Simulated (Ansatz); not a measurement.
**CoSi2(100) (Fm-3m bulk, slab 12 Å thick): simulated STM**

Aim: relax CoSi2(100) (Fm-3m bulk, slab 12 Å thick), then simulate its STM images at several biases.

Computed with Ansatz 0.2.0 (DFT PBE, scalar-relativistic, plane waves, PAW, unless a step's input says otherwise).

## (1) The structure to begin with

The structure is tetragonal, space group P4mm (No. 99). Conventional cell: a = 3.794 Å, b = 3.794 Å, c = 29.071 Å, α = 90.00°, β = 90.00°, γ = 90.00°. Si (site symmetry 2mm) has 2 Co at 2.32 Å as nearest neighbours. Around Co (site symmetry 4mm) lie 8 Si at 2.32 Å. Around Si (site symmetry 2mm) lie 4 Co at 2.32 Å. Only part of the 10 independent sites is listed.

As a file:

```
Si Co
1.0
     3.79363    0.00000    0.00000
     0.00000    3.79363    0.00000
     0.00000    0.00000   29.07125
Si Co
10 5
Direct
  0.50000 0.00000 0.29239
  0.00000 0.50000 0.29239
  0.00000 0.50000 0.38466
  0.50000 0.00000 0.38466
  0.50000 0.00000 0.47693
  0.00000 0.50000 0.47693
  0.00000 0.50000 0.56920
  0.50000 0.00000 0.56920
  0.50000 0.00000 0.66148
  0.00000 0.50000 0.66148
  0.50000 0.50000 0.33852
  0.00000 0.00000 0.43080
  0.50000 0.50000 0.52307
  0.00000 0.00000 0.61534
  0.50000 0.50000 0.70761
```

Slab cut from the bulk at the bulk's listed lattice constants, lower half held.

## (2) Relaxing the atoms

Input file input.yaml:

```yaml
crystal:
  lattice:
    - [3.79362788, 0.0, 0.0]
    - [0.0, 3.79362788, 0.0]
    - [0.0, 0.0, 29.0712498904]
  atoms:
    - { symbol: Si, position: [0.5, 0.0, 0.2923850895] }
    - { symbol: Si, position: [0.0, 0.5, 0.2923850895] }
    - { symbol: Co, position: [0.5, 0.5, 0.3385217339], spin: 3.0 }
    - { symbol: Si, position: [0.0, 0.5, 0.3846583784] }
    - { symbol: Si, position: [0.5, 0.0, 0.3846583784] }
    - { symbol: Co, position: [0.0, 0.0, 0.4307950333], spin: 3.0 }
    - { symbol: Si, position: [0.5, 0.0, 0.4769316778] }
    - { symbol: Si, position: [0.0, 0.5, 0.4769316778] }
    - { symbol: Co, position: [0.5, 0.5, 0.5230683222], spin: 3.0 }
    - { symbol: Si, position: [0.0, 0.5, 0.5692049667] }
    - { symbol: Si, position: [0.5, 0.0, 0.5692049667] }
    - { symbol: Co, position: [0.0, 0.0, 0.6153416216], spin: 3.0 }
    - { symbol: Si, position: [0.5, 0.0, 0.6614782661] }
    - { symbol: Si, position: [0.0, 0.5, 0.6614782661] }
    - { symbol: Co, position: [0.5, 0.5, 0.7076149105], spin: 3.0 }
basis:
  ecutwfc: 420.0
  fft_grid_basis: typed
kpoints:
  mp_grid: { grid: [7, 7, 1] }
hamiltonian:
  xc: pbe
  pseudopotentials: { kind: paw }
scf:
  occupations: { method: gaussian, width: 0.1 }
output:
  forces: true
  eigenvalues: true
  populations: true
efield:
  axis: 3
  dipole_correction: true
  ramp_width: 0.04
magnetization:
  spin_polarized: true
relax:
  adjacent_minimum: "off"
  f_tol: 0.04
  max_steps: 40
  constraints: [{ sites: [0, 1, 2, 3, 4, 5, 6, 7] }]
```

Run with:

```sh
ansatz run input.yaml --threads 2 --pin off --max-ram 4423MiB --backend cpu --events-out ev --progress --plain --runs-dir out
```

Standard output:

```text
Warning: RAYON_NUM_THREADS=2 ignored (pool sized by the plan → 2); use --threads N
Engine: ansatz 0.2.0, x86_64-unknown-linux-gnu
Pseudopotentials: kind: paw
Pseudopotential: Si, paw, valence charge 4, recommended cutoff 420 eV (normal), Si.paw.azcp
Pseudopotential: Co, paw, valence charge 17, recommended cutoff 420 eV (normal), Co.paw.azcp
Functional definition: PBE
  parameter kappa = 0.804
  parameter beta = 0.06672455060314922
  exchange = pbe_x(kappa = kappa, mu = beta*pi^2/3)
  correlation = pbe_c(beta = beta)
Crystal: 15 atoms, lattice volume = 418.382 Å³
Basis set: ecut = 420 eV, 8137 PW (Γ), exchange–correlation on 54×54×400 points (8 copies of the dense FFT grid, shifted against one another)
Bands: 85, of which v1, the nominal top of the filled ones, is band 63 counted from 1 (62 counted from 0)
Symmetry: 8 space group operations
k-points: 10 of 49
Non-local potential: Si, projectors of the file, l = 0: 2, l = 1: 2, l = 2: 2
Non-local potential: Co, projectors of the file, l = 0: 3, l = 1: 2, l = 2: 3, l = 3: 1
PAW form: soft (Blöchl's): semilocal exchange-correlation on the pseudo side does not see the compensation charge
PAW one-centre angular grid: Si, 110 points (default); XC on 64 Gauss nodes
PAW one-centre angular grid: Co, 590 points (default); XC on 64 Gauss nodes
Initial density: superposition of atomic densities (neutral atoms: chi_scale 0, normalization atom)
Starting moments: Σ|m| = 15 μB on 5 of 15 sites
Initial wavefunctions: pseudopotential atomic-orbital guess
Functional: x = pbe(κ = 0.804, μ = 0.2195149727645171), c = pbe(β = 0.06672455060314922)
SCF iter   1: F=—  HF=-31975.956502 eV  |F-HF|=—  |Δ(HF+E_count)|=         —  Δρ=6.95e-2 (↑6.95e-2 ↓4.12e-2)  dr2=2.02e1  dr2_m=1.03e1  M=7.478 μB ∫|m|=10.746 μB  β_m=0.60  ethr=3.10e-3  p=0.000 e·Å  D=6.75e-6 V/Å  ΔV_dip=-0.00 eV  dr2_dipole=1.66e-1  V_vac-E_F(+/−)=6.72/6.72 eV  ⟨swp⟩=14.2  Hψ=10783  notcnv=0  defer=7
Mixer restart at iter 1: flushing history
efield: sawtooth ramp at fractional position 0.9800 (placed from the atoms, in the widest stretch of the axis that holds none; the zero of the levels goes with the place), width 0.0400; the density the first Hamiltonian is built on has a dipole p = 0.000 e·Å; the dipole correction subtracts the counter field D = 6.75e-6 V/Å, which shifts the + side's vacuum level by -0.00 eV against the − side's; the planar-averaged density in the ramp window peaks in size at 9.7e-6 e/Å³
preconditioner: auto → LDOS  [metal: Δε(μ)=0.010 eV  Ē_g=7.961 eV  σ=0.100 eV  W_gap=0.05  n_scr=72 (ndim 8)  ℏωp=16.7 eV  f_vac=0.466  D(μ)=17.11/eV (n_scr^D=152)]
spin=Collinear: LDOS preconditioning applied to the charge; magnetization (m = ρ↑ − ρ↓) channel mixes plain (no charge-response kernel on spin).
SCF iter   2: F=—  HF=-31979.201896 eV  |F-HF|=—  |Δ(HF+E_count)|=    3.25e0  Δρ=4.60e-2 (↑4.60e-2 ↓2.77e-2)  dr2=1.09e1  dr2_m=4.61e0  M=6.092 μB ∫|m|=9.627 μB  β_m=0.65  ethr=3.10e-3  p=0.080 e·Å  D=3.45e-2 V/Å  ΔV_dip=-1.00 eV  dr2_dipole=5.46e-1  V_vac-E_F(+/−)=5.23/6.23 eV  ⟨swp⟩=2.6  Hψ=2434  notcnv=0  defer=238
density mixer auto → msr1: a metal under ldos (density of states about μ 1.70 of a free-electron gas's, 72 screened modes)
SCF iter   3: F=—  HF=-31989.570115 eV  |F-HF|=—  |Δ(HF+E_count)|=    1.04e1  Δρ=1.50e-2 (↑1.50e-2 ↓1.45e-2)  dr2=6.91e-1  dr2_m=7.32e-1  M=3.031 μB ∫|m|=5.501 μB  β_m=0.82  ethr=3.10e-3  p=0.174 e·Å  D=7.51e-2 V/Å  ΔV_dip=-2.18 eV  dr2_dipole=3.97e-1  V_vac-E_F(+/−)=2.90/5.08 eV  ⟨swp⟩=4.5  Hψ=3306  notcnv=0  defer=245
SCF iter   4: F=—  HF=-31991.526843 eV  |F-HF|=—  |Δ(HF+E_count)|=    1.96e0  Δρ=1.43e-2 (↑1.29e-2 ↓1.43e-2)  dr2=1.01e0  dr2_m=4.12e-1  M=2.299 μB ∫|m|=3.140 μB  β_m=0.91  ethr=5.53e-4  p=0.086 e·Å  D=3.74e-2 V/Å  ΔV_dip=-1.09 eV  dr2_dipole=5.93e-2  V_vac-E_F(+/−)=3.68/4.77 eV  ⟨swp⟩=3.7  Hψ=3827  notcnv=0  defer=255
SCF iter   5: F=—  HF=-31991.753566 eV  |F-HF|=—  |Δ(HF+E_count)|=   2.27e-1  Δρ=1.05e-2 (↑1.05e-2 ↓9.38e-3)  dr2=2.46e0  dr2_m=7.02e-2  M=1.243 μB ∫|m|=1.643 μB  β_m=0.83  ethr=5.53e-4  p=0.081 e·Å  D=3.52e-2 V/Å  ΔV_dip=-1.02 eV  dr2_dipole=1.09e0  V_vac-E_F(+/−)=3.69/4.71 eV  ⟨swp⟩=3.0  Hψ=3454  notcnv=0  defer=255
SCF iter   6: F=—  HF=-31991.743317 eV  |F-HF|=—  |Δ(HF+E_count)|=   1.02e-2  Δρ=7.64e-3 (↑7.64e-3 ↓7.64e-3)  dr2=1.14e0  dr2_m=3.58e-2  M=1.271 μB ∫|m|=1.587 μB  β_m=0.70  ethr=5.53e-4  p=0.094 e·Å  D=4.08e-2 V/Å  ΔV_dip=-1.19 eV  dr2_dipole=3.35e-1  V_vac-E_F(+/−)=3.61/4.79 eV  ⟨swp⟩=2.1  Hψ=2196  notcnv=0  defer=254
SCF iter   7: F=—  HF=-31991.668931 eV  |F-HF|=—  |Δ(HF+E_count)|=         —  Δρ=9.01e-3 (↑7.10e-3 ↓9.01e-3)  dr2=1.22e-1  dr2_m=2.22e-1  M=0.954 μB ∫|m|=1.215 μB  β_m=0.70  ethr=5.53e-4  p=0.097 e·Å  D=4.18e-2 V/Å  ΔV_dip=-1.21 eV  dr2_dipole=1.56e-2  V_vac-E_F(+/−)=3.58/4.79 eV  ⟨swp⟩=2.0  Hψ=2553  notcnv=0  defer=254
SCF iter   8: F=—  HF=-31991.660170 eV  |F-HF|=—  |Δ(HF+E_count)|=   8.76e-3  Δρ=4.92e-3 (↑4.92e-3 ↓4.73e-3)  dr2=1.82e-1  dr2_m=7.84e-2  M=0.710 μB ∫|m|=0.940 μB  β_m=0.85  ethr=9.75e-5  p=0.088 e·Å  D=3.82e-2 V/Å  ΔV_dip=-1.11 eV  dr2_dipole=1.11e-1  V_vac-E_F(+/−)=3.72/4.83 eV  ⟨swp⟩=2.1  Hψ=3209  notcnv=0  defer=250
SCF iter   9: F=—  HF=-31991.694336 eV  |F-HF|=—  |Δ(HF+E_count)|=   3.42e-2  Δρ=5.18e-3 (↑4.08e-3 ↓5.18e-3)  dr2=2.25e-1  dr2_m=1.36e-2  M=0.540 μB ∫|m|=0.688 μB  β_m=0.70  ethr=9.75e-5  p=0.072 e·Å  D=3.13e-2 V/Å  ΔV_dip=-0.91 eV  dr2_dipole=3.95e-2  V_vac-E_F(+/−)=3.90/4.81 eV  ⟨swp⟩=2.1  Hψ=3251  notcnv=0  defer=251
SCF iter  10: F=—  HF=-31991.665785 eV  |F-HF|=—  |Δ(HF+E_count)|=   2.86e-2  Δρ=2.36e-3 (↑2.13e-3 ↓2.36e-3)  dr2=5.09e-2  dr2_m=1.12e-2  M=0.441 μB ∫|m|=0.557 μB  β_m=0.69  ethr=9.75e-5  p=0.073 e·Å  D=3.17e-2 V/Å  ΔV_dip=-0.92 eV  dr2_dipole=2.29e-2  V_vac-E_F(+/−)=3.89/4.81 eV  ⟨swp⟩=2.1  Hψ=2608  notcnv=0  defer=251
SCF iter  11: F=—  HF=-31991.663945 eV  |F-HF|=—  |Δ(HF+E_count)|=   1.84e-3  Δρ=1.77e-3 (↑9.40e-4 ↓1.77e-3)  dr2=1.13e-2  dr2_m=3.80e-3  M=0.284 μB ∫|m|=0.376 μB  β_m=0.59  ethr=4.07e-5  p=0.079 e·Å  D=3.43e-2 V/Å  ΔV_dip=-1.00 eV  dr2_dipole=3.37e-4  V_vac-E_F(+/−)=3.81/4.81 eV  ⟨swp⟩=2.1  Hψ=2117  notcnv=0  defer=251
SCF iter  12: F=—  HF=-31991.662258 eV  |F-HF|=—  |Δ(HF+E_count)|=   1.69e-3  Δρ=5.93e-4 (↑4.64e-4 ↓5.93e-4)  dr2=7.15e-4  dr2_m=9.53e-4  M=0.187 μB ∫|m|=0.248 μB  β_m=0.78  ethr=9.05e-6  p=0.080 e·Å  D=3.44e-2 V/Å  ΔV_dip=-1.00 eV  dr2_dipole=7.86e-5  V_vac-E_F(+/−)=3.81/4.81 eV  ⟨swp⟩=2.2  Hψ=2978  notcnv=0  defer=251
SCF iter  13: F=—  HF=-31991.662499 eV  |F-HF|=—  |Δ(HF+E_count)|=   2.40e-4  Δρ=4.76e-4 (↑4.76e-4 ↓2.33e-4)  dr2=1.08e-3  dr2_m=3.28e-4  M=0.090 μB ∫|m|=0.127 μB  β_m=0.86  ethr=5.72e-7  p=0.081 e·Å  D=3.51e-2 V/Å  ΔV_dip=-1.02 eV  dr2_dipole=3.73e-4  V_vac-E_F(+/−)=3.79/4.81 eV  ⟨swp⟩=2.9  Hψ=3274  notcnv=0  defer=251
SCF iter  14: F=—  HF=-31991.662536 eV  |F-HF|=—  |Δ(HF+E_count)|=   3.74e-5  Δρ=2.99e-4 (↑2.99e-4 ↓1.55e-4)  dr2=4.96e-4  dr2_m=8.12e-5  M=0.028 μB ∫|m|=0.055 μB  β_m=0.89  ethr=5.72e-7  p=0.082 e·Å  D=3.55e-2 V/Å  ΔV_dip=-1.03 eV  dr2_dipole=5.63e-5  V_vac-E_F(+/−)=3.77/4.80 eV  ⟨swp⟩=2.0  Hψ=2932  notcnv=0  defer=251
SCF iter  15: F=—  HF=-31991.662544 eV  |F-HF|=—  |Δ(HF+E_count)|=   8.41e-6  Δρ=1.29e-4 (↑9.08e-5 ↓1.29e-4)  dr2=4.89e-4  dr2_m=1.53e-5  M=-0.021 μB ∫|m|=0.024 μB  β_m=0.92  ethr=3.97e-7  p=0.083 e·Å  D=3.59e-2 V/Å  ΔV_dip=-1.04 eV  dr2_dipole=2.63e-4  V_vac-E_F(+/−)=3.76/4.80 eV  ⟨swp⟩=2.5  Hψ=2795  notcnv=0  defer=251
SCF iter  16: F=—  HF=-31991.662535 eV  |F-HF|=—  |Δ(HF+E_count)|=   9.40e-6  Δρ=9.06e-5 (↑7.19e-5 ↓9.06e-5)  dr2=9.99e-5  dr2_m=1.00e-5  M=-0.032 μB ∫|m|=0.038 μB  β_m=0.96  ethr=3.91e-7  p=0.083 e·Å  D=3.59e-2 V/Å  ΔV_dip=-1.04 eV  dr2_dipole=2.00e-5  V_vac-E_F(+/−)=3.76/4.80 eV  ⟨swp⟩=2.1  Hψ=2160  notcnv=0  defer=251
SCF iter  17: F=—  HF=-31991.662551 eV  |F-HF|=—  |Δ(HF+E_count)|=   1.64e-5  Δρ=9.19e-5 (↑9.19e-5 ↓7.42e-5)  dr2=6.38e-5  dr2_m=3.35e-6  M=-0.013 μB ∫|m|=0.014 μB  β_m=0.81  ethr=7.99e-8  p=0.082 e·Å  D=3.57e-2 V/Å  ΔV_dip=-1.04 eV  dr2_dipole=6.94e-7  V_vac-E_F(+/−)=3.77/4.81 eV  ⟨swp⟩=2.7  Hψ=3214  notcnv=0  defer=251
SCF iter  18: F=—  HF=-31991.662543 eV  |F-HF|=—  |Δ(HF+E_count)|=   8.10e-6  Δρ=5.68e-5 (↑3.43e-5 ↓5.68e-5)  dr2=1.69e-5  dr2_m=1.95e-6  M=-0.008 μB ∫|m|=0.009 μB  β_m=0.73  ethr=5.11e-8  p=0.082 e·Å  D=3.57e-2 V/Å  ΔV_dip=-1.04 eV  dr2_dipole=3.91e-7  V_vac-E_F(+/−)=3.77/4.81 eV  ⟨swp⟩=2.4  Hψ=3001  notcnv=0  defer=251
SCF iter  19: F=—  HF=-31991.662541 eV  |F-HF|=—  |Δ(HF+E_count)|=   1.81e-6  Δρ=2.45e-5 (↑2.45e-5 ↓1.45e-5)  dr2=1.40e-6  dr2_m=1.19e-6  M=-0.009 μB ∫|m|=0.010 μB  β_m=0.86  ethr=1.35e-8  p=0.082 e·Å  D=3.57e-2 V/Å  ΔV_dip=-1.04 eV  dr2_dipole=2.02e-7  V_vac-E_F(+/−)=3.77/4.81 eV  ⟨swp⟩=2.0  Hψ=2879  notcnv=0  defer=251
SCF iter  20: F=—  HF=-31991.662543 eV  |F-HF|=—  |Δ(HF+E_count)|=   1.40e-6  Δρ=1.19e-5 (↑7.70e-6 ↓1.19e-5)  dr2=1.58e-6  dr2_m=1.27e-7  M=-0.003 μB ∫|m|=0.004 μB  β_m=0.80  ethr=1.12e-9  p=0.082 e·Å  D=3.56e-2 V/Å  ΔV_dip=-1.04 eV  dr2_dipole=2.35e-7  V_vac-E_F(+/−)=3.77/4.81 eV  ⟨swp⟩=3.2  Hψ=3500  notcnv=0  defer=251
SCF iter  21: F=-31991.662540 eV  HF=-31991.662543 eV  |F-HF|=2.59e-6  |Δ(HF+E_count)|=   1.55e-7  Δρ=7.21e-6 (↑7.21e-6 ↓6.43e-6)  dr2=1.89e-6  dr2_m=9.99e-9  M=-0.002 μB ∫|m|=0.002 μB  ethr=1.12e-9  p=0.082 e·Å  D=3.56e-2 V/Å  ΔV_dip=-1.04 eV  dr2_dipole=8.20e-7  V_vac-E_F(+/−)=3.77/4.81 eV  ⟨swp⟩=16.9  Hψ=9767  notcnv=0
WARN: the starting moments were not kept: the SCF closed with an absolute magnetisation of 1.8e-3 μB, where they sum to 15 μB in size (5 sites). That is at most 0.1 of that sum. Measured as dr2_m measures the in/out step, that magnetisation stands 1.2e-6 eV from none, at or under the dr2_threshold of 4.0e-5 eV: it is no larger than a step whose dr2_m would equal this threshold. The system may hold no moment; this SCF shows only that its start led to no more than that. To try another start: raise the starting moments (crystal.atoms[].spin, magnetization.per_species, magnetization.initial_magnetization, or on a non-collinear deck that types none of these the spinor_matrix: blocks that start its atoms; where the total moment is fixed, keep their sum and leave initial_magnetization as it is; typed ones take the place of any that the run laid by itself, positive ones on a crystal's lanthanoids without a Hubbard term where scf.initial_density.shell_occupations: [] is typed) or, if the notice of its spin-set hold's release reads "site moments contracting" or "site moments show no strong build", lengthen the hold (scf.mixing.spin_hold: { on: { confirm: 4 } }; for m-r²SCAN on two components see the key's manual first). Each may lead to a state that holds a moment. A second SCF, from the converged charge density, with the starting moments and any scf.initial_density.shell_occupations laid on it anew, would have followed, and was not run: the deck does not ask for one (magnetization.retry_lost_moments is false, the default). To let it run, set magnetization.retry_lost_moments: true and run the deck again, where that key's refused combinations let it; where memory then withholds it, that run's warning says so.
SCF 1 converged in 21 iterations: F = -31991.662540 eV  dr2 = 1.89e-6
relax step   1: F+E_penalty+E_count = -31991.66254036 eV  Δ(F+E_penalty+E_count) = +0.000e0 eV  max|allowed force component| = 1.158e0 eV/Å  Δτ_max = 0.0000 Å  (21 SCF iters, dr2 threshold 4.00e-5 eV, accepted)
[... 23 lines left out ...]
relax step   2: F+E_penalty+E_count = -31991.71776253 eV  Δ(F+E_penalty+E_count) = -5.522e-2 eV  max|allowed force component| = 5.546e-1 eV/Å  Δτ_max = 0.0759 Å  (11 SCF iters, dr2 threshold 8.38e-5 eV, accepted)
[... 16 lines left out ...]
relax step   3: F+E_penalty+E_count = -31991.73387452 eV  Δ(F+E_penalty+E_count) = -1.611e-2 eV  max|allowed force component| = 6.618e-2 eV/Å  Δτ_max = 0.0629 Å  (10 SCF iters, dr2 threshold 1.92e-5 eV, accepted)
[... 18 lines left out ...]
relax step   4: F+E_penalty+E_count = -31991.73413787 eV  Δ(F+E_penalty+E_count) = -2.633e-4 eV  max|allowed force component| = 3.713e-3 eV/Å  Δτ_max = 0.0106 Å  (11 SCF iters, accepted)
SCF converged after 11 iterations
Magnetization: 0.0000 μB (62.5000 up, 62.5000 down)
Absolute magnetization: 0.0000 μB (∫|ρ↑−ρ↓|, with the PAW one-centre terms)
Spin contamination: 0.0000 ħ² per cell (⟨S²⟩ above its minimum at these occupations)
Per-site moments (μB) at R_I (Å): [(1.5986049264346428e-6, 0.9582841529818089), (1.598604926035222e-6, 0.9582841529818089), (5.693309110797874e-6, 0.9582841529818089), (2.4643858620810687e-7, 0.958284153674161), (2.464385860269897e-7, 0.958284153674161), (5.672830456274144e-7, 0.9582841536741606), (1.729451980517874e-7, 0.9582841536741606), (1.729451978101166e-7, 0.9582841536741606), (3.403257571597828e-6, 0.9508529541233851), (4.2679169748012944e-7, 0.9508529541233851), (4.2679169742712445e-7, 0.9508529541233851), (-1.4353141341010596e-6, 0.9554260060509906), (-8.195520008394699e-8, 0.93296567289702), (-8.195520019814191e-8, 0.93296567289702), (9.204702408225676e-6, 0.93296567289702)]
Free energy (F): -31991.734138 eV
Harris-Foulkes:  -31991.734138 eV  (|F-HF|=5.37e-8)
Internal energy: -31991.682552 eV  (E = F + TS)
E sigma→0 (E₀):  -31991.708345 eV
Entropy (-TS):   -0.051586 eV (-3.439 meV/atom)
Fermi energy:    3.601484 eV
Dipole field:    D = 0.030680 V/Å  (p = 0.070937 e·Å, saw-weighted, corrected)
Work function:   Φ+ = 3.9188 eV   Φ− = 4.8107 eV
Levels:          The Fermi level and band energies are counted from a zero that moves with the ramp; work functions are not
--- Per-component energies (eV) ---
  E_band       = -2559.551720
  E_kinetic    = 2723.613892
  E_local      = -161127.471852  (includes V_loc(G=0)·N_el)
  E_nonlocal   = 2518.961631
  E_hartree    = 78665.544764
  E_xc         = -1362.237346
  E_vxc        = -1514.669960  (∫ρ·V_xc dr)
  E_paw        = -12712.678324  (= ΣΔE_a)
  E_vpaw       = -2490.234546  (= ΣTr[D̂ρ^β])
  E_aug_tail   = 0.000643  (compensation charges beyond the density's cutoff)
  E_efield     = 0.001088  (sawtooth field / dipole correction)
  E_vefield    = -0.842661  (∫n·V_field dr)
  E_ewald      = 59302.582951
  E_smearing   = -0.051586  (= −TS)
  E_closure    = 0.000000  (closes the sum)
  Σ components = -31991.734138   (vs F -31991.734138, Δ=0.00e0)
--- Forces (eV/Å), atoms counted from 1 ---
  atom   1  Si     0.00000000     0.00000000     0.10809587
  atom   2  Si     0.00000000     0.00000000     0.10809587
  atom   3  Co    -0.00000000     0.00000000    -0.04700072
  atom   4  Si    -0.00000000     0.00000000    -0.07090102
  atom   5  Si    -0.00000000     0.00000000    -0.07090102
  atom   6  Co     0.00000000     0.00000000    -0.12426139
  atom   7  Si     0.00000000     0.00000000     0.04853912
  atom   8  Si    -0.00000000     0.00000000     0.04853912
  atom   9  Co    -0.00000000     0.00000000    -0.00113342
  atom  10  Si     0.00000000     0.00000000     0.00161511
  atom  11  Si    -0.00000000     0.00000000     0.00161511
  atom  12  Co     0.00000000     0.00000000     0.00371298
  atom  13  Si     0.00000000     0.00000000    -0.00272809
  atom  14  Si    -0.00000000     0.00000000    -0.00272809
  atom  15  Co     0.00000000     0.00000000    -0.00045074
  max |Σ_I F_I| component: 1.09e-4 eV/Å
--- Band table (eV; the first three rows and the last of 20) ---
  k-point 0 ↑: bands = ["-91.1584", "-91.1440", "-91.1282", "-91.1277", "-90.6007", "-54.5193", "-54.5193", "-54.4716", "-54.4716", "-54.4697", "-54.4596", "-54.4596", "-54.4456", "-54.4456", "-54.4435", "-54.4207", "-54.3581", "-53.9559", "-53.9409", "-53.9409", "-9.3317", "-8.7985", "-7.9359", "-6.8503", "-5.7787", "-2.8360", "-2.7068", "-2.2947", "-1.6363", "-1.3120", "-0.9035", "-0.4524", "-0.4524", "-0.3902", "-0.3902", "-0.2386", "-0.2386", "-0.1142", "-0.1142", "0.2476", "0.4987", "0.4987", "0.5486", "1.2846", "1.7396", "1.7450", "1.8480", "1.9375", "1.9375", "1.9565", "2.0377", "2.2063", "2.3705", "2.6018", "2.6018", "2.7241", "2.9023", "3.5275", "3.5424", "3.5424", "3.9983", "4.6400", "4.7264", "4.7264", "5.0100", "5.1418", "5.4082", "5.4240", "6.1834", "6.1834", "6.4627", "6.5975", "6.7713", "7.0364", "7.2061", "7.2955", "7.5904", "7.8708", "7.8708", "8.0937", "8.1720", "8.2781", "9.2367", "9.4220", "9.4220"]
[... 3 lines left out ...]
--- Relaxed structure (4 steps of the walk, 4 accepted, 0 SCFs on fresh bases) ---
  F+E_penalty+E_count = -31991.73413787 eV   max|allowed force component| = 3.713e-3 eV/Å
  atoms:
    - { symbol: Si, position: [0.5, 0.0, 0.2923850895] }
    - { symbol: Si, position: [0.0, 0.5, 0.2923850895] }
    - { symbol: Co, position: [0.5, 0.5, 0.3385217339] }
    - { symbol: Si, position: [0.0, 0.5, 0.3846583784] }
    - { symbol: Si, position: [0.5, 0.0, 0.3846583784] }
    - { symbol: Co, position: [0.0, 0.0, 0.4307950333] }
    - { symbol: Si, position: [0.5, 0.0, 0.4769316778] }
    - { symbol: Si, position: [0.0, 0.5, 0.4769316778] }
    - { symbol: Co, position: [0.5, 0.5, 0.5236247156078938] }
    - { symbol: Si, position: [4.0613998110689464e-33, 0.5, 0.5686795110908222] }
    - { symbol: Si, position: [0.5, 0.0, 0.5686795110908222] }
    - { symbol: Co, position: [1.2996479395420629e-32, 0.0, 0.6144020961359254] }
    - { symbol: Si, position: [0.5, 0.0, 0.6608308384554674] }
    - { symbol: Si, position: [9.747359546565471e-33, 0.5, 0.6608308384554674] }
    - { symbol: Co, position: [0.5, 0.5, 0.7032055392919103] }
--- Löwdin populations: 15 sites ---
  site symbol       q [e]    m [muB]
     0     Si      3.9854     0.0000
     1     Si      3.9854     0.0000
     2     Co     16.6916     0.0000
     3     Si      3.9480     0.0000
     4     Si      3.9480     0.0000
     5     Co     16.7086     0.0000
     6     Si      3.9744     0.0000
     7     Si      3.9744     0.0000
     8     Co     16.7244     0.0000
     9     Si      3.9649     0.0000
    10     Si      3.9649     0.0000
    11     Co     16.7333    -0.0000
    12     Si      4.0185    -0.0000
    13     Si      4.0185    -0.0000
    14     Co     16.6943     0.0000
  spilling = 0.013323 (of n_electrons = 125.000000)
```

Wall time 2.5 min (2 threads of Intel Xeon 6975P-C (Granite Rapids), shared host); peak memory 1.2 GiB.

Relaxation path:

| step | E - E(step 1) (eV/cell) | largest force component (eV/Å) |
| --- | --- | --- |
| 1 | 0.0000 | 1.1578 |
| 2 | -0.0552 | 0.5546 |
| 3 | -0.0713 | 0.0662 |
| 4 | -0.0716 | 0.0037 |

Step 1 is the start.

The cell repeats along c, and a dipole correction in the vacuum removes the field between the copies.

Atoms 1, 2, 3, 4, 5, 6, 7, 8, counted from 1, stay fixed.

This gives work function 3.92 eV (top face), 4.81 eV (bottom face); dipole along +c 0.071 e·Å per cell.

[end of part 1 of 2]
